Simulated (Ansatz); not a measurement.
**Relativistic treatment of Sb**

```yaml
crystal:
  lattice:
    - [3.36900, 0.00000, 0.00000]
    - [-1.68450, 2.91764, 0.00000]
    - [0.00000, 0.00000, 5.33000]
  atoms:
    - { symbol: Sb, position: [0.33333, 0.66667, 0.25000] }
    - { symbol: Sb, position: [0.66667, 0.33333, 0.75000] }
```

Atoms are numbered in the order listed.

The cell is COD entry 1539203, as deposited and not checked against the literature; nothing was relaxed.

One fixed cell is solved with PBE by all-electron LAPW in Ansatz 0.2.0 under different relativistic treatments. Pressure is positive in compression.

Numerical set-up: a Γ-centred 12×12×7 k mesh, Fermi–Dirac smearing of 0.05 eV, basis error target 0.5 meV/atom, no spin polarisation.

| setting | P (GPa) |
| --- | --- |
| scalar-relativistic | 3.03 |
| non-relativistic | 3.06 |
| with spin–orbit coupling | 3.13 |
| scalar-relativistic, inner shells corrected to Dirac | 3.04 |
